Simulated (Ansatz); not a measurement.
# Al3Cu under changes of volume

One of the cells (15.107 Å³/atom); the others are scaled copies at fixed shape and fractional positions:

```
Cu Al
1.0
     3.92415    0.00000    0.00000
     0.00000    3.92415    0.00000
     0.00000    0.00000    3.92415
Cu Al
1 3
Direct
  0.00000 0.00000 0.00000
  0.50000 0.50000 0.00000
  0.50000 0.00000 0.50000
  0.00000 0.50000 0.50000
```

The cell comes from a database or a generator and needn't be the stable form of this composition.

- Program: Ansatz 0.2.0
- Functional: PBEsol
- Potentials or basis: all-electron LAPW, scalar-relativistic
- Cutoff: 196 eV (chosen from the basis error)
- Basis error allowed: 0.001 eV/atom
- k mesh: 7 × 7 × 7
- Occupations: fermi-dirac, width 0.05 eV
- Spin: no spin polarisation

```tsv
volume (Å³/atom)	energy over the lowest point (meV/atom)	pressure (GPa)
14.201	?	?
14.503	0.69	1.5
14.805	0.00	-0.6
15.107	3.11	-2.5
15.409	9.62	-4.2
15.711	19.16	-5.8
16.013	31.42	-7.1
```

Question: What does the run at 14.201 Å³/atom give?

Answer: Energy over the lowest point 5.63 meV/atom; pressure 3.9 GPa.

Worked out: A Birch-Murnaghan fit of order 3 (a polynomial in V^(-2/3)) to the other rows has its minimum at 14.71 Å³/atom with B0 = V·E''(V) = 102 GPa and B' = 4.5. It gives 5.63 meV/atom at 14.201 Å³/atom, against the run's 5.63, and -dE/dV = 3.8 GPa, against 3.9.

Energies are extrapolated to zero smearing.
